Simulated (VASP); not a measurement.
Wanted: the native input for a VASP 6.6.1 run.

- Task: single point
- Functional: PBEsol
- Potentials or basis: VASP PAW PBE potentials, release 64 (Tl_d, Br)
- Cutoff: 520 eV
- k mesh: 6 × 6 × 6
- Occupations: gaussian, width 0.01 eV
- Spin: no spin polarisation
- Dipole correction: no
- Further INCAR settings: ALGO = Fast; EDIFF = 1e-06; NBANDS = 17

The structure of TlBr lies in POSCAR:

```
TlBr
1.0
    3.9145326198      0.0000000000      0.0000000000
    0.0000000000      3.9145326198      0.0000000000
    0.0000000000      0.0000000000      3.9145326198
Tl Br
1 1
Direct
    0.0000000000      0.0000000000      0.0000000000
    0.5000000000      0.5000000000      0.5000000000
```

The input as run:

INCAR

```
SYSTEM = TlBr
ALGO = Fast ; EDIFF = 1E-6
ENCUT = 520 ; GGA = PS
ISIF = 2 ; ISMEAR = 0
LASPH = .True. ; LCHARG = .False.
LREAL = .False. ; LWAVE = .False.
NBANDS = 17 ; NELM = 100
PREC = Accurate ; SIGMA = 0.01
```

KPOINTS

```
k-points
0
Gamma
  6 6 6
  0 0 0
```

Potentials or basis: VASP PAW PBE potentials, release 64 (Tl_d, Br).

Command:

```sh
$ cat potpaw_PBE.64/Tl_d/POTCAR potpaw_PBE.64/Br/POTCAR > POTCAR
$ mpirun -np 1 vasp_std > vasp.out
```

It gave:

```
Pressure               : 0.0 GPa
Band gap on the k mesh : 1.59 eV, direct
```

Caveat: the PAW data sets were made with another functional, which shifts forces and pressure a little; spin-orbit coupling is left out, which as a rule narrows the gap of such compounds by several tenths of an eV.

Wall time 8.4 s on 1 thread of Intel(R) Xeon(R) 6975P-C (Granite Rapids) (shared host), peak memory 0.17 GiB.
